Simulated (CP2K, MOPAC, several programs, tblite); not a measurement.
Energy against volume for a 4-atom cell of SnSe (I4/mmm) from a materials database, at fixed shape and fractional coordinates, computed by several methods (PBE and r2SCAN, where shown, with plane waves in Ansatz); the cell shown is that of r2SCAN+rVV10. With free coordinates or axes held, a curve is too stiff, and on another method's shape its minimum isn't the method's own volume. The symmetry is I4/mmm (No. 139, tetragonal); conventional cell a = 4.219 Å, c = 5.993 Å, 26.67 Å³ an atom. Around Sn lie 6 Se at 2.98–3.00 Å; around Se lie 6 Sn at 2.98–3.00 Å. Calculated for a static, non-magnetic cell. Energies count from each curve's lowest point; fits are third-order Birch-Murnaghan.

```cif
data_structure
_symmetry_space_group_name_H-M 'I4/mmm'
_symmetry_Int_Tables_number 139
_cell_length_a 4.2193
_cell_length_b 4.2193
_cell_length_c 5.9930
_cell_angle_alpha 90.000
_cell_angle_beta 90.000
_cell_angle_gamma 90.000
_cell_volume 106.69
loop_
_atom_site_label
_atom_site_type_symbol
_atom_site_symmetry_multiplicity
_atom_site_Wyckoff_symbol
_atom_site_fract_x
_atom_site_fract_y
_atom_site_fract_z
_atom_site_occupancy
Sn1 Sn 2 a 0.50000 0.50000 0.50000 1
Se1 Se 2 b 0.00000 0.00000 0.50000 1
```

PM7 (MOPAC), on the shape of the cell shown, as a cluster of 32 atoms at the zone centre:
```csv
V (Å³/atom),E (meV/atom)
23.472,0.00
25.073,116.58
26.673,262.95
28.274,436.41
29.874,639.35
```
The lowest point is an end point, so the minimum isn't bracketed.

PBE/SZV (CP2K), on the shape of the cell shown:
```
V (Å³/atom)  E (meV/atom)
     23.472        353.44
     25.073        180.17
     26.673         74.30
     28.274         18.44
     29.874          0.00
```
The lowest point is an end point, so the minimum isn't bracketed.

GFN2-xTB (tblite), on the shape of the cell shown, as a cluster of 32 atoms at the zone centre:
```tsv
V (Å³/atom)	E (meV/atom)
23.472	504.68
25.073	319.86
26.673	185.54
28.274	85.81
29.874	0.00
```
The lowest point is an end point, so the minimum isn't bracketed.

PBE/DZVP (CP2K), on the shape of the cell shown:

| V (Å³/atom) | E (meV/atom) |
| --- | --- |
| 23.472 | 164.46 |
| 25.073 | 63.28 |
| 26.673 | 12.97 |
| 28.274 | 0.00 |
| 29.874 | 14.49 |

The run's fit wasn't accepted, so none is quoted.

GFN1-xTB (tblite), on the shape of the cell shown, as a cluster of 32 atoms at the zone centre:

| V (Å³/atom) | E (meV/atom) |
| --- | --- |
| 23.472 | 0.00 |
| 25.073 | 40.08 |
| 26.673 | 116.74 |
| 28.274 | 224.39 |
| 29.874 | 356.54 |

The lowest point is an end point, so the minimum isn't bracketed.
